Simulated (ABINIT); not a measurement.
# GaAs (F-43m) in ABINIT: settings compared

One crystal, GaAs, is run at these levels: OLYP, AM05, LDA-Teter, LDA, PW91; tasks: band structure.

All numbers are computed with ABINIT 10.8.3 (patched build); they aren't measurements. Logs are shortened: lines on timing, memory, paths and dates and some standing lists are left out, and cuts for length are marked. The log counts tension as positive stress, the text compression.

**The experiment to reproduce.**

“Evidence of valence band perturbations in GaAsN/GaAs(001): A combined variable-angle spectroscopic ellipsometry and modulated photoreflectance investigation”, 2008, arxiv:0805.2212 reports, for a bulk crystal of GaAs at 300 K: band gap 1.418 ± 0.005 eV (direct); band gap 1.412 ± 0.01 eV (direct).

The runs below are set against these values where they give the same quantity.

### 1 Starting point

Symmetry: F-43m, No. 216, cubic system. Conventional cell: a = 5.654 Å, b = 5.654 Å, c = 5.654 Å, α = 90.00°, β = 90.00°, γ = 90.00°. As (site symmetry -43m) is surrounded by 4 Ga at 2.45 Å. Ga (site symmetry -43m) has 4 As at 2.45 Å as nearest neighbours.

### 2 Band structure, OLYP

The input, run.abi:

```
ndtset 2

pp_dirpath "./"
pseudos "As.GGA_PBE-JTH_sp.xml, Ga.GGA_PBE-JTH.xml"

acell 3*1.0 Angstrom
rprim
     0.0000000000     2.8268500000     2.8268500000
     2.8268500000     0.0000000000     2.8268500000
     2.8268500000     2.8268500000     0.0000000000
ntypat 2
znucl 33 31
natom 2
typat 1 2
xred
     0.7500000000     0.7500000000     0.7500000000
     0.0000000000     0.0000000000     0.0000000000

ecut 462.593566 eV
pawecutdg 34.0

ixc -110131

occopt 3
tsmear 0.05 eV

nstep 100

iomode 3
prtwf 0
prteig 0
prtebands 0
enunit 2
prtden1 1

kptopt1 1
ngkpt1 8 8 8
nshiftk1 1
shiftk1 0.0 0.0 0.0
nband1 13
tolvrs1 1.0e-9

iscf2 -2
getden2 1
nband2 17
nbdbuf2 2
tolwfr2 1.0e-12
kptopt2 -9
ndivsm2 5
prteig2 1
prtvol2 -3
kptbounds2
     0.0000000000     0.0000000000     0.0000000000
     0.5000000000     0.0000000000     0.5000000000
     0.5000000000     0.2500000000     0.7500000000
     0.3750000000     0.3750000000     0.7500000000
     0.0000000000     0.0000000000     0.0000000000
     0.5000000000     0.5000000000     0.5000000000
     0.6250000000     0.2500000000     0.6250000000
     0.5000000000     0.2500000000     0.7500000000
     0.5000000000     0.5000000000     0.5000000000
     0.3750000000     0.3750000000     0.7500000000
```

Potentials or basis: JTH PAW PBE v2.0 sp.

Started as:

```
$ abinit run.abi > log 2>&1
```

run.abo:

```text
.Version 10.8.3 of ABINIT
 DATASET    1 : space group F-4 3 m (#216); Bravais cF (face-center cubic)
================================================================================
 Values of the parameters that define the memory need for DATASET  1.
     intxc =       0    ionmov =       0      iscf =      17    lmnmax =      18
     lnmax =       6     mgfft =      30  mpssoang =       3    mqgrid =    3001
     natom =       2  nloc_mem =       2    nspden =       1   nspinor =       1
    nsppol =       1      nsym =      24    n1xccc =       1    ntypat =       2
    occopt =       3   xclevel =       2
       mpw =        1036          nfft =       27000          nkpt =          29
 PAW method is used; the additional fine FFT grid is defined by:
   mgfftf=        40    nfftf =     64000
================================================================================
================================================================================

 DATASET    2 : space group F-4 3 m (#216); Bravais cF (face-center cubic)
================================================================================
 Values of the parameters that define the memory need for DATASET  2.
     intxc =       0    ionmov =       0      iscf =      -2    lmnmax =      18
     lnmax =       6     mgfft =      30  mpssoang =       3    mqgrid =    3001
     natom =       2  nloc_mem =       2    nspden =       1   nspinor =       1
    nsppol =       1      nsym =      24    n1xccc =       1    ntypat =       2
    occopt =       3   xclevel =       2
       mpw =        1036          nfft =       27000          nkpt =          87
 PAW method is used; the additional fine FFT grid is defined by:
   mgfftf=        40    nfftf =     64000
================================================================================
================================================================================

--------------------------------------------------------------------------------
------------- Echo of variables that govern the present computation ------------
--------------------------------------------------------------------------------
 -outvars: echo values of preprocessed input variables --------
            acell      1.8897261259E+00  1.8897261259E+00  1.8897261259E+00 Bohr
              amu      7.49215900E+01  6.97230000E+01
             ecut      1.70000000E+01 Hartree
           enunit           2
           getden1          0
           getden2          1
             iscf1         17
             iscf2         -2
              ixc     -110131
           jdtset        1    2
           kptopt1          1
           kptopt2         -9
         kptrlatt        8    0    0      0    8    0      0    0    8
          kptrlen1     6.04375174E+01
          kptrlen2     3.00000000E+01
            natom           2
            nband1         13
            nband2         17
           nbdbuf1          0
           nbdbuf2          2
           ndtset           2
           ndivsm1          0
           ndivsm2          5
            ngfft          30      30      30
          ngfftdg          40      40      40
             nkpt1         29
             nkpt2         87
            nstep         100
             nsym          24
           ntypat           2
           occopt           3
        pawecutdg      3.40000000E+01 Hartree
         pawxcdev           0
        prtebands           0
           prteig1          0
           prteig2          1
           prtvol1          0
           prtvol2         -3
            prtwf           0
            rprim      0.0000000000E+00  2.8268500000E+00  2.8268500000E+00
                       2.8268500000E+00  0.0000000000E+00  2.8268500000E+00
                       2.8268500000E+00  2.8268500000E+00  0.0000000000E+00
           shiftk1     0.00000000E+00  0.00000000E+00  0.00000000E+00
           shiftk2     5.00000000E-01  5.00000000E-01  5.00000000E-01
          spgroup         216
           tolvrs1     1.00000000E-09
[... 856 lines left out ...]
  3.5811E-01  4.0041E-01  4.6292E-01  6.1032E-01  6.4142E-01
 Non-SCF case, kpt   87 (  0.37500  0.37500  0.75000), residuals and eigenvalues=
  7.16E-13  3.15E-13  6.69E-13  5.33E-13  2.73E-13  3.57E-13  4.62E-13  3.65E-13
  5.59E-13  9.06E-13  8.00E-13  6.44E-13  8.06E-13  7.06E-13  3.69E-13  1.22E-08
  7.76E-06
 -4.9311E-01 -4.8898E-01 -4.8876E-01 -4.8804E-01 -4.8737E-01 -3.0642E-01
 -1.6948E-01 -6.6739E-02 -1.1345E-02  1.5364E-01  2.4928E-01  3.7233E-01
  3.7314E-01  4.0250E-01  4.7055E-01  6.1152E-01  6.6574E-01

--- !ResultsGS
iteration_state: {dtset: 2, }
comment   : Summary of ground state results
lattice_vectors:
- [  0.0000000,   5.3419723,   5.3419723, ]
- [  5.3419723,   0.0000000,   5.3419723, ]
- [  5.3419723,   5.3419723,   0.0000000, ]
lattice_lengths: [   7.55469,    7.55469,    7.55469, ]
lattice_angles: [ 60.000,  60.000,  60.000, ] # degrees, (23, 13, 12)
lattice_volume:   3.0488418E+02
convergence: {deltae:  0.000E+00, res2:  0.000E+00, residm:  9.994E-13, diffor:  0.000E+00, }
etotal    :  -8.57334022E+01
entropy   :   0.00000000E+00
fermie    :   8.49404524E-02
cartesian_stress_tensor: null
pressure_GPa: null
xred      :
- [  7.5000E-01,   7.5000E-01,   7.5000E-01, As]
- [  0.0000E+00,   0.0000E+00,   0.0000E+00, Ga]
cartesian_forces: null
force_length_stats: {min: null, max: null, mean: null, }
...

 Integrated electronic density in atomic spheres:
 ------------------------------------------------
 Atom  Sphere_radius  Integrated_density
    1        2.10392          2.79739312
    2        2.10359         11.07322871

================================================================================

 ----iterations are completed or convergence reached----

 Mean square residual over all n,k,spin=   51.744E-14; max=  99.943E-14
 reduced coordinates (array xred) for    2 atoms
       0.750000000000      0.750000000000      0.750000000000
       0.000000000000      0.000000000000      0.000000000000

 cartesian coordinates (angstrom) at end:
    1      4.24027500000000     4.24027500000000     4.24027500000000
    2      0.00000000000000     0.00000000000000     0.00000000000000
 length scales=  1.889726125908  1.889726125908  1.889726125908 bohr
              =  1.000000000000  1.000000000000  1.000000000000 angstroms
 Eigenvalues (hartree) for nkpt=  87  k points:
 kpt#   1, nband= 17, wtk=  1.00000, kpt=  0.0000  0.0000  0.0000 (reduced coord)
  -0.49015   -0.49015   -0.49015   -0.48763   -0.48763   -0.39411    0.06933    0.06933
   0.06933    0.09840    0.21261    0.21261    0.21261    0.37984    0.44888    0.44888
   0.51469
 kpt#   2, nband= 17, wtk=  1.00000, kpt=  0.0357  0.0000  0.0357 (reduced coord)
  -0.49021   -0.49014   -0.49014   -0.48764   -0.48762   -0.39339    0.05597    0.06696
   0.06696    0.11157    0.21042    0.21594    0.21594    0.38383    0.43748    0.44967
   0.51628
 kpt#   3, nband= 17, wtk=  1.00000, kpt=  0.0714  0.0000  0.0714 (reduced coord)
  -0.49036   -0.49008   -0.49008   -0.48766   -0.48761   -0.39125    0.03417    0.06049
   0.06049    0.13250    0.20460    0.22529    0.22529    0.39481    0.41496    0.45205
   0.52107
 kpt#   4, nband= 17, wtk=  1.00000, kpt=  0.1071  0.0000  0.1071 (reduced coord)
  -0.49061   -0.48999   -0.48999   -0.48770   -0.48758   -0.38772    0.01143    0.05131
   0.05131    0.15259    0.19713    0.23924    0.23924    0.38940    0.41366    0.45600
   0.52906
 kpt#   5, nband= 17, wtk=  1.00000, kpt=  0.1429  0.0000  0.1429 (reduced coord)
[... 316 lines left out ...]
  -0.49281   -0.48922   -0.48903   -0.48781   -0.48745   -0.31596   -0.16381   -0.05660
   0.00242    0.16505    0.27463    0.31993    0.33722    0.41787    0.46624    0.55507
   0.60997
 kpt#  85, nband= 17, wtk=  1.00000, kpt=  0.4028  0.4028  0.6944 (reduced coord)
  -0.49292   -0.48913   -0.48892   -0.48790   -0.48743   -0.31188   -0.16507   -0.06464
  -0.00297    0.16111    0.27856    0.33787    0.33976    0.40797    0.46225    0.58756
   0.62251
 kpt#  86, nband= 17, wtk=  1.00000, kpt=  0.3889  0.3889  0.7222 (reduced coord)
  -0.49303   -0.48905   -0.48883   -0.48797   -0.48740   -0.30846   -0.16733   -0.06789
  -0.00762    0.15703    0.26643    0.35612    0.35811    0.40041    0.46292    0.61032
   0.64142
 kpt#  87, nband= 17, wtk=  1.00000, kpt=  0.3750  0.3750  0.7500 (reduced coord)
  -0.49311   -0.48898   -0.48876   -0.48804   -0.48737   -0.30642   -0.16948   -0.06674
  -0.01134    0.15364    0.24928    0.37233    0.37314    0.40250    0.47055    0.61152
   0.66574
 Eigenvalues (   eV  ) for nkpt=  87  k points:
 kpt#   1, nband= 17, wtk=  1.00000, kpt=  0.0000  0.0000  0.0000 (reduced coord)
 -13.33772  -13.33772  -13.33772  -13.26900  -13.26900  -10.72426    1.88655    1.88655
   1.88655    2.67768    5.78540    5.78540    5.78540   10.33588   12.21456   12.21456
  14.00541
 kpt#   2, nband= 17, wtk=  1.00000, kpt=  0.0357  0.0000  0.0357 (reduced coord)
 -13.33924  -13.33730  -13.33730  -13.26923  -13.26887  -10.70477    1.52291    1.82206
   1.82206    3.03603    5.72578    5.87606    5.87606   10.44445   11.90446   12.23612
  14.04875
 kpt#   3, nband= 17, wtk=  1.00000, kpt=  0.0714  0.0000  0.0714 (reduced coord)
 -13.34350  -13.33578  -13.33578  -13.26987  -13.26846  -10.64658    0.92993    1.64594
   1.64594    3.60560    5.56744    6.13046    6.13046   10.74326   11.29175   12.30077
  14.17896
 kpt#   4, nband= 17, wtk=  1.00000, kpt=  0.1071  0.0000  0.1071 (reduced coord)
 -13.35010  -13.33322  -13.33322  -13.27086  -13.26769  -10.55048    0.31110    1.39611
   1.39611    4.15221    5.36406    6.51003    6.51003   10.59608   11.25624   12.40849
  14.39635
 kpt#   5, nband= 17, wtk=  1.00000, kpt=  0.1429  0.0000  0.1429 (reduced coord)
[... 317 lines left out ...]
   0.06578    4.49126    7.47307    8.70567    9.17634   11.37077   12.68702   15.10422
  16.59826
 kpt#  85, nband= 17, wtk=  1.00000, kpt=  0.4028  0.4028  0.6944 (reduced coord)
 -13.41312  -13.30992  -13.30414  -13.27639  -13.26375   -8.48662   -4.49165   -1.75907
  -0.08076    4.38414    7.58012    9.19383    9.24529   11.10132   12.57837   15.98843
  16.93944
 kpt#  86, nband= 17, wtk=  1.00000, kpt=  0.3889  0.3889  0.7222 (reduced coord)
 -13.41600  -13.30769  -13.30167  -13.27844  -13.26291   -8.39351   -4.55339   -1.84740
  -0.20745    4.27289    7.24997    9.69063    9.74470   10.89577   12.59679   16.60753
  17.45380
 kpt#  87, nband= 17, wtk=  1.00000, kpt=  0.3750  0.3750  0.7500 (reduced coord)
 -13.41832  -13.30579  -13.29995  -13.28028  -13.26193   -8.33806   -4.61171   -1.81607
  -0.30871    4.18073    6.78323   10.13153   10.15371   10.95246   12.80430   16.64044
  18.11563

== END DATASET(S) ==============================================================
================================================================================

 -outvars: echo values of variables after computation  --------
            acell      1.8897261259E+00  1.8897261259E+00  1.8897261259E+00 Bohr
           etotal1    -8.5733402180E+01
            fcart1     5.5445995967E-28 -2.5202725440E-28 -5.0405450879E-29
                      -5.5445995967E-28  2.5202725440E-28  5.0405450879E-29
            rprim      0.0000000000E+00  2.8268500000E+00  2.8268500000E+00
                       2.8268500000E+00  0.0000000000E+00  2.8268500000E+00
                       2.8268500000E+00  2.8268500000E+00  0.0000000000E+00
           strten1    -1.4579432993E-04 -1.4579432993E-04 -1.4579432993E-04
                       0.0000000000E+00  0.0000000000E+00  0.0000000000E+00
           xangst      4.2402750000E+00  4.2402750000E+00  4.2402750000E+00
                       0.0000000000E+00  0.0000000000E+00  0.0000000000E+00
             xred      7.5000000000E-01  7.5000000000E-01  7.5000000000E-01
                       0.0000000000E+00  0.0000000000E+00  0.0000000000E+00
 Calculation completed.
```

It took 38 s on 1 thread of Arm Neoverse V1, shared host; peak memory 0.11 GiB.

What came out:

- Free energy: -2332.9247 eV
- Pressure: 4.3 GPa
- Band gap on the k mesh: 0.79 eV, direct
- Band gap along the path: 0.79 eV, direct
- Valence electrons inside the program's atomic spheres: As 2.80; Ga 11.07

Levels at the corners of the path, in eV from the valence-band top:
```csv
point,band 5,band 6,band 7,band 8,band 9,band 10,band 11,band 12,band 13,band 14
Γ,-15.16,-12.61,0.00,0.00,0.00,0.79,3.90,3.90,3.90,8.45
X,-15.14,-10.19,-6.68,-2.60,-2.60,1.87,1.96,10.37,10.37,11.39
W,-15.15,-10.13,-6.50,-3.40,-3.20,4.75,5.07,5.67,6.46,11.35
K,-15.15,-10.22,-6.50,-3.70,-2.20,2.29,4.90,8.24,8.27,9.07
Γ,-15.16,-12.61,0.00,0.00,0.00,0.79,3.90,3.90,3.90,8.45
L,-15.15,-10.91,-6.47,-1.11,-1.11,1.28,4.83,4.83,8.44,10.93
U,-15.15,-10.22,-6.50,-3.70,-2.20,2.29,4.90,8.24,8.27,9.07
W,-15.15,-10.13,-6.50,-3.40,-3.20,4.75,5.07,5.67,6.46,11.35
L,-15.15,-10.91,-6.47,-1.11,-1.11,1.28,4.83,4.83,8.44,10.93
K,-15.15,-10.22,-6.50,-3.70,-2.20,2.29,4.90,8.24,8.27,9.07
```

Caveat: the PAW data sets were made with another functional, which shifts forces and pressure a little; this set keeps more shells in the core, which shifts pressures and gaps.

### 3 Band structure, AM05

The input, run.abi:

```
# Datasets: ground state, then fixed potential
ndtset 2

# Pseudopotentials
pp_dirpath "./"
pseudos "As.GGA_PBE-JTH_sp.xml, Ga.GGA_PBE-JTH.xml"

# Structure
acell 3*1.0
rprim
     0.0000000000     5.3419722954     5.3419722954
     5.3419722954     0.0000000000     5.3419722954
     5.3419722954     5.3419722954     0.0000000000
ntypat 2
znucl 33 31
natom 2
typat 1 2
xcart
     4.2402750000     4.2402750000     4.2402750000
     0.0000000000     0.0000000000     0.0000000000 Angstrom

# Plane-wave basis
ecut 17.0
pawecutdg 34.0

# Exchange and correlation
ixc -120135

# Bands and occupations
occopt 3
tsmear 0.00183747

# SCF cycle
nstep 100

# Output
iomode 3
prtwf 0
prteig 0
prtebands 0
prtden1 1

# Dataset 1
kptopt1 1
ngkpt1 8 8 8
nshiftk1 1
shiftk1 0.0 0.0 0.0
nband1 13
tolvrs1 1.0e-9

# Dataset 2: bands along G-X-W-K-G-L-U-W-L-K
iscf2 -2
getden2 1
nband2 17
nbdbuf2 2
tolwfr2 1.0e-12
kptopt2 -9
ndivsm2 8
prteig2 1
kptbounds2
     0.0000000000     0.0000000000     0.0000000000
     0.5000000000     0.0000000000     0.5000000000
     0.5000000000     0.2500000000     0.7500000000
     0.3750000000     0.3750000000     0.7500000000
     0.0000000000     0.0000000000     0.0000000000
     0.5000000000     0.5000000000     0.5000000000
     0.6250000000     0.2500000000     0.6250000000
     0.5000000000     0.2500000000     0.7500000000
     0.5000000000     0.5000000000     0.5000000000
     0.3750000000     0.3750000000     0.7500000000
```

Potentials or basis: JTH PAW PBE v2.0 sp.

Started as:

```
$ abinit run.abi > log 2>&1
```

run.abo:

```text
.Version 10.8.3 of ABINIT
 DATASET    1 : space group F-4 3 m (#216); Bravais cF (face-center cubic)
================================================================================
 Values of the parameters that define the memory need for DATASET  1.
     intxc =       0    ionmov =       0      iscf =      17    lmnmax =      18
     lnmax =       6     mgfft =      30  mpssoang =       3    mqgrid =    3001
     natom =       2  nloc_mem =       2    nspden =       1   nspinor =       1
    nsppol =       1      nsym =      24    n1xccc =       1    ntypat =       2
    occopt =       3   xclevel =       2
       mpw =        1036          nfft =       27000          nkpt =          29
 PAW method is used; the additional fine FFT grid is defined by:
   mgfftf=        40    nfftf =     64000
================================================================================
================================================================================

[... 1881 lines left out ...]
   0.62588
 kpt# 139, nband= 17, wtk=  1.00000, kpt=  0.3750  0.3750  0.7500 (reduced coord)
  -0.48612   -0.48118   -0.48091   -0.48019   -0.47941   -0.31589   -0.18315   -0.08112
  -0.02220    0.13284    0.23179    0.35456    0.35877    0.38109    0.45446    0.58798
   0.63840

== END DATASET(S) ==============================================================
================================================================================

 -outvars: echo values of variables after computation  --------
            acell      1.0000000000E+00  1.0000000000E+00  1.0000000000E+00 Bohr
           etotal1    -8.5499444537E+01
            fcart1    -3.1503406821E-29  6.3006813641E-30  1.8902044092E-29
                       3.1503406821E-29 -6.3006813641E-30 -1.8902044092E-29
            rprim      0.0000000000E+00  5.3419722954E+00  5.3419722954E+00
                       5.3419722954E+00  0.0000000000E+00  5.3419722954E+00
                       5.3419722954E+00  5.3419722954E+00  0.0000000000E+00
           strten1    -2.0980667530E-05 -2.0980667530E-05 -2.0980667530E-05
                       0.0000000000E+00  0.0000000000E+00  0.0000000000E+00
           xangst      4.2402750000E+00  4.2402750000E+00  4.2402750000E+00
                       2.8753478242E-09  2.8753478242E-09  2.8753478242E-09
             xred      7.5000000051E-01  7.5000000051E-01  7.5000000051E-01
                       5.0857806855E-10  5.0857806855E-10  5.0857806855E-10
 Calculation completed.
```

It took 54 s on 1 thread of Arm Neoverse V1, shared host; peak memory 0.13 GiB.

What came out:

```yaml
Free_energy: -2326.5584 eV
Pressure: 0.6 GPa
Band_gap_on_the_k_mesh: 0.52 eV, direct
Band_gap_along_the_path: 0.52 eV, direct
Valence_electrons_inside_the_program's_atomic_spheres: As 2.76; Ga 11.08
```

Levels at the corners of the path, in eV from the valence-band top:
| point | band 6 | band 7 | band 8 | band 9 | band 10 | band 11 | band 12 | band 13 |
| --- | --- | --- | --- | --- | --- | --- | --- | --- |
| Γ | -12.73 | 0.00 | 0.00 | 0.00 | 0.52 | 3.74 | 3.74 | 3.74 |
| X | -10.22 | -6.83 | -2.68 | -2.68 | 1.46 | 1.65 | 10.21 | 10.21 |
| W | -10.16 | -6.64 | -3.54 | -3.35 | 4.63 | 4.73 | 5.43 | 6.08 |
| K | -10.25 | -6.64 | -3.87 | -2.26 | 1.96 | 4.65 | 7.99 | 8.10 |
| Γ | -12.73 | 0.00 | 0.00 | 0.00 | 0.52 | 3.74 | 3.74 | 3.74 |
| L | -10.96 | -6.65 | -1.14 | -1.14 | 0.99 | 4.65 | 4.65 | 7.80 |
| U | -10.25 | -6.64 | -3.87 | -2.26 | 1.96 | 4.65 | 7.99 | 8.10 |
| W | -10.16 | -6.64 | -3.54 | -3.35 | 4.63 | 4.73 | 5.43 | 6.08 |
| L | -10.96 | -6.65 | -1.14 | -1.14 | 0.99 | 4.65 | 4.65 | 7.80 |
| K | -10.25 | -6.64 | -3.87 | -2.26 | 1.96 | 4.65 | 7.99 | 8.10 |

Caveat: the PAW data sets were made with another functional, which shifts forces and pressure a little; this set keeps more shells in the core, which shifts pressures and gaps.

[end of part 1 of 2]
